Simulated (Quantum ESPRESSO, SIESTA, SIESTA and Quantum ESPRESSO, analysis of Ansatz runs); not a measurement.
## Levels of B_C in SiC (F-43m), rung by rung (SIESTA and Quantum ESPRESSO)

Question: at which Fermi levels does B_C in SiC (F-43m) change its charge, and how much of the answer depends on the basis and the program? The model is a cell of 54 host atoms with 1 C taken out and 1 B put in.

Calculated with SIESTA and Quantum ESPRESSO; SIESTA numerical-orbital DFT, PBEsol, DZP basis, PseudoDojo 0.4.1 potentials converted to PSML; charged supercells in a uniform background, point-charge correction with alignment at far sites.

## Step 1: Starting point

The cell holds 54 atoms: 27 Si, 26 C and 1 B. Its edges and angles: a = 9.283 Å, b = 9.283 Å, c = 9.283 Å, α = 60.0°, β = 60.0°, γ = 60.0°. It derives from SiC (space group F-43m). Nearest the centre at fractional (0.417, 0.417, 0.417): B28 at 0.00 Å, Si27 at 1.89 Å, Si29 at 1.89 Å, Si33 at 1.89 Å, Si45 at 1.89 Å, C40 at 3.09 Å, C12 at 3.09 Å, C16 at 3.09 Å.

Coordinates:

```xyz
54
Lattice="0.0000 6.5644 6.5644 6.5644 0.0000 6.5644 6.5644 6.5644 0.0000" Properties=species:S:1:pos:R:3 pbc="T T T"
Si    0.0000    0.0000    0.0000
C     1.0941    1.0941    1.0941
Si    2.1882    2.1882    0.0000
C     3.2822    3.2822    1.0941
Si    4.3763    4.3763    0.0000
C     5.4703    5.4703    1.0941
Si    2.1882    0.0000    2.1882
C     3.2822    1.0941    3.2822
Si    4.3763    2.1882    2.1882
C     5.4703    3.2822    3.2822
Si    6.5644    4.3763    2.1882
C     7.6585    5.4703    3.2822
Si    4.3763    0.0000    4.3763
C     5.4703    1.0941    5.4703
Si    6.5644    2.1882    4.3763
C     7.6585    3.2822    5.4703
Si    8.7526    4.3763    4.3763
C     9.8466    5.4703    5.4703
Si    0.0000    2.1882    2.1882
C     1.0941    3.2822    3.2822
Si    2.1882    4.3763    2.1882
C     3.2822    5.4703    3.2822
Si    4.3763    6.5644    2.1882
C     5.4703    7.6585    3.2822
Si    2.1882    2.1882    4.3763
C     3.2822    3.2822    5.4703
Si    4.3763    4.3763    4.3763
B     5.4703    5.4703    5.4703
Si    6.5644    6.5644    4.3763
C     7.6585    7.6585    5.4703
Si    4.3763    2.1882    6.5644
C     5.4703    3.2822    7.6585
Si    6.5644    4.3763    6.5644
C     7.6585    5.4703    7.6585
Si    8.7526    6.5644    6.5644
C     9.8466    7.6585    7.6585
Si    0.0000    4.3763    4.3763
C     1.0941    5.4703    5.4703
Si    2.1882    6.5644    4.3763
C     3.2822    7.6585    5.4703
Si    4.3763    8.7526    4.3763
C     5.4703    9.8466    5.4703
Si    2.1882    4.3763    6.5644
C     3.2822    5.4703    7.6585
Si    4.3763    6.5644    6.5644
C     5.4703    7.6585    7.6585
Si    6.5644    8.7526    6.5644
C     7.6585    9.8466    7.6585
Si    4.3763    4.3763    8.7526
C     5.4703    5.4703    9.8466
Si    6.5644    6.5644    8.7526
C     7.6585    7.6585    9.8466
Si    8.7526    8.7526    8.7526
C     9.8466    9.8466    9.8466
```

Screening for the image-charge correction: ε∞ = 7.10, ε0 = 10.43, from a response run on this crystal (DFPT, PBEsol, Quantum ESPRESSO) at that run's own cell.

The cell's shortest repeat is 9.3 Å.

The primitive cell was relaxed at this level beforehand, to 20.95 Å³.

The defect-free supercell was relaxed beforehand, from displaced atoms: they ended at most 0.01 Å from the sites they started about, so the symmetric structure holds.

## Step 2: Band edges

Levels are counted from the valence top, which comes from the unit cell, dense mesh; the energy of the host comes from the defect-free supercell at the defects' own k-points, so that the host's part of the sampling error cancels.

host.fdf

```
SystemName                      SiC
SystemLabel                     host
NumberOfSpecies                 2
NumberOfAtoms                   2
%block ChemicalSpeciesLabel
  1   14 Si
  2    6 C
%endblock ChemicalSpeciesLabel
LatticeConstant                 1.0 Ang
%block LatticeVectors
     0.000001000     2.188136000     2.188136000
     2.188136000     0.000001000     2.188136000
     2.188136000     2.188136000     0.000001000
%endblock LatticeVectors
AtomicCoordinatesFormat         Fractional
%block AtomicCoordinatesAndAtomicSpecies
     0.000003199     0.000003199     0.000003199  1
     0.249996972     0.249996972     0.249996972  2
%endblock AtomicCoordinatesAndAtomicSpecies
%block kgrid.MonkhorstPack
   12   0   0  0.00
    0  12   0  0.00
    0   0  12  0.00
%endblock kgrid.MonkhorstPack
XC.Functional                   GGA
XC.Authors                      PBEsol
PAO.BasisSize                   DZP
PAO.EnergyShift                 0.005 Ry
Mesh.Cutoff                     300 Ry
OccupationFunction              FD
ElectronicTemperature           0.01 eV
MaxSCFIterations                150
SCF.MustConverge                true
SCF.Mixer.Method                Pulay
SCF.Mixer.Weight                0.2
SCF.Mixer.History               10
SCF.DM.Tolerance                1.0e-4
SCF.H.Tolerance                 1.0e-3 eV
WriteForces                     true
Charge.Mulliken                 end
```

Launch:

```bash
$ OMP_NUM_THREADS=1 siesta host.fdf > host.out
```

What it wrote:

```text
Version         : 5.4.2

                           ***********************
                           *  WELCOME TO SIESTA  *
                           ***********************

[...]
reinit: Reading from file host.fdf

reinit: -----------------------------------------------------------------------
reinit: System Name: SiC
reinit: -----------------------------------------------------------------------
reinit: System Label: host
reinit: -----------------------------------------------------------------------

initatom: Reading input for the pseudopotentials and atomic orbitals ----------
Species number:   1 Atomic number:   14 Label: Si
Species number:   2 Atomic number:    6 Label: C

[... pseudopotential checks and orbital generation ...]

prinput: Basis input

PAO.BasisType split

%block ChemicalSpeciesLabel
    1   14 Si                      # Species index, atomic number, species label
    2    6 C                       # Species index, atomic number, species label
%endblock ChemicalSpeciesLabel

%block PAO.Basis                 # Define Basis set
# WARNING: This information might be incomplete!
[...]
(Free)E + p*V (eV/cell)     -278.7432
Target enthalpy (eV/cell)     -278.7457
[...]
siesta: Final energy (eV):
siesta:  Band Struct. =    -101.151306
siesta:       Kinetic =     156.951378
siesta:       Hartree =      31.268314
siesta:         Exch. =     -90.540145
siesta:         Corr. =     -11.300426
siesta:   Exch.-corr. =    -101.840571
siesta:  Ion-electron =    -210.155603
siesta:       Ion-ion =    -154.969201
siesta:         Total =    -278.745682
siesta:         Fermi =      -6.333770
[...]
siesta: Stress tensor (static) (eV/Ang**3):
siesta:    -0.000116   -0.000014   -0.000014
siesta:    -0.000014   -0.000116   -0.000014
siesta:    -0.000014   -0.000014   -0.000116
[...]
siesta: Cell volume =         20.953310 Ang**3
[...]
siesta: Pressure (static):
siesta:                Solid            Molecule  Units
siesta:           0.00000127          0.00000094  Ry/Bohr**3
siesta:           0.00011615          0.00008588  eV/Ang**3
siesta:           0.18609376          0.13758881  kBar
[...]
mulliken: Qtot =        8.000

Mulliken Atomic Populations:
Atom #   charge [q] valence [e]  Species
     1    -0.114310    4.114310  Si
     2     0.114310    3.885690  C
 Total     0.000000

Job completed
```

Run time: 25 s. Hardware: 1 MPI rank of Intel Xeon 6975P-C (Granite Rapids), shared host; peak memory 0.2 GiB.

The gap at this level is 1.23 eV.

Test of the sampling: at one point at (¼, ¼, ¼) the host's energy lies 128 meV an atom above its value on the primitive cell's dense mesh, too far, so all defect runs take a 2×2×2 mesh.

[end of part 1 of 3]

[Logs are printed without paths, hosts, clocks, repeated set-up lines and the standing remarks that a program may print on its own settings, such as how far it seeks lower states.]

[Hosts, paths, dates, database ids (printed as entryN), source tags and the programs' standing remarks are cut or masked in the printed files.]

[For some hosts the program warned that the k-mesh of the response run may be too coarse for force constants and the static dielectric constant; such warnings are not shown here.]

[Charge tables in the logs are Mulliken or Hirshfeld populations, whose sizes and signs can differ; where basis functions stand at a vacancy, SIESTA counts their charge against the missing atom's valence.]

[In relaxation paths of CP2K, step 0 can be the structure after the first move, since the trajectory file begins there, and the last row can be the final structure solved once more.]
